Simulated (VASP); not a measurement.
Set up this calculation in VASP 6.6.1, as the native input.

| Quantity | Value |
| --- | --- |
| Task | relaxation of cell and atoms |
| Functional | PBEsol |
| Potentials or basis | VASP PAW PBE potentials, release 64 (Sr_sv, Ti_sv, O) |
| Cutoff | 600 eV |
| k mesh | 8 × 8 × 8 |
| Occupations | gaussian, width 0.03 eV |
| Spin | no spin polarisation |
| Further INCAR settings | ALGO = Normal; EDIFF = 1e-06; IBRION = 2; EDIFFG = -0.01; NSW = 90; ISIF = 3 |

The structure of SrTiO3 (Tausonite) lies in POSCAR:

```
SrTiO3
1.0
    3.9052800000      0.0000000000      0.0000000000
    0.0000000000      3.9052800000      0.0000000000
    0.0000000000      0.0000000000      3.9052800000
Sr Ti O
1 1 3
Direct
    0.5000000000      0.5000000000      0.5000000000
    0.0000000000      0.0000000000      0.0000000000
    0.5000000000      0.0000000000      0.0000000000
    0.0000000000      0.5000000000      0.0000000000
    0.0000000000      0.0000000000      0.5000000000
```

The input as run:

INCAR

```
SYSTEM = SrTiO3
PREC = Accurate ; ENCUT = 600
EDIFF = 1E-6 ; ISMEAR = 0
SIGMA = 0.03 ; LREAL = .False.
LASPH = .True. ; NELM = 80
ALGO = Normal ; ISIF = 3
LWAVE = .False. ; LCHARG = .False.
GGA = PS ; IBRION = 2
NSW = 90 ; EDIFFG = -0.01
```

KPOINTS

```
Automatic mesh
0
Gamma
  8 8 8
  0 0 0
```

Potentials or basis: VASP PAW PBE potentials, release 64 (Sr_sv, Ti_sv, O).

The run is started by

```sh
$ cat potpaw_PBE.64/Sr_sv/POTCAR potpaw_PBE.64/Ti_sv/POTCAR potpaw_PBE.64/O/POTCAR > POTCAR
$ mpirun -np 1 vasp_std > vasp.out
```

It gave:

- Relaxed volume: 11.82 Å³/atom
- Relaxed cell: a = 3.895 Å, b = 3.895 Å, c = 3.895 Å, α = 90.00°, β = 90.00°, γ = 90.00°
- Space group after relaxing (to 0.05 Å): Pm-3m (No. 221)
- Energy gained by relaxing: 0.5 meV/atom
- Ionic steps: 3
- Pressure after relaxing: 0.0 GPa
- Band gap on the k mesh: 1.82 eV, indirect (least direct gap 2.17 eV)

Caveat: the PAW data sets were made with another functional, which shifts forces and pressure a little.

It took 98 s on 1 thread of Intel(R) Xeon(R) Platinum 8259CL CPU @ 2.50GHz (Skylake/Cascade Lake), on a shared host, peak memory 0.23 GiB.
